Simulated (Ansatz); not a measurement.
Runs of Ansatz 0.2.0 on KBr. The structure is cubic, space group Fm-3m (No. 225). Conventional cell: a = 6.600 Å, b = 6.600 Å, c = 6.600 Å, α = 90.00°, β = 90.00°, γ = 90.00°. Br (site symmetry m-3m) is surrounded by 6 K at 3.30 Å. K (site symmetry m-3m) has 6 Br at 3.30 Å as nearest neighbours. 

| share of exact exchange | gap on the mesh (eV) | pressure (GPa) |
| --- | --- | --- |
| 0.3 | 5.87 | (a) |
| 0.2 | (b) | 0.5 |
| 0.25 | 5.62 | 0.5 |
| 0.1 | 4.90 | 0.6 |
| 0.05 | 4.67 | 0.7 |
| 0.15 | 5.14 | 0.6 |

Alike in all rows: task single point; level HSE06 form with a typed share of exact exchange; potentials or basis Ansatz PAW; no spin polarisation; cell as given; k mesh 4 × 4 × 4; cutoff (eV) 420; smearing fermi-dirac 0.05 eV.

**Question.** Fill in the values left out.

**Answer.** (a) 0.4; (b) 5.38.

Caveats: the PAW data sets come from PBE, with cores solved anew for the run's functional, which leaves a small shift of forces and pressure; the thresholds are loose for stress.

A k mesh can miss the band edges, and the runs leave out spin-orbit coupling on Br.
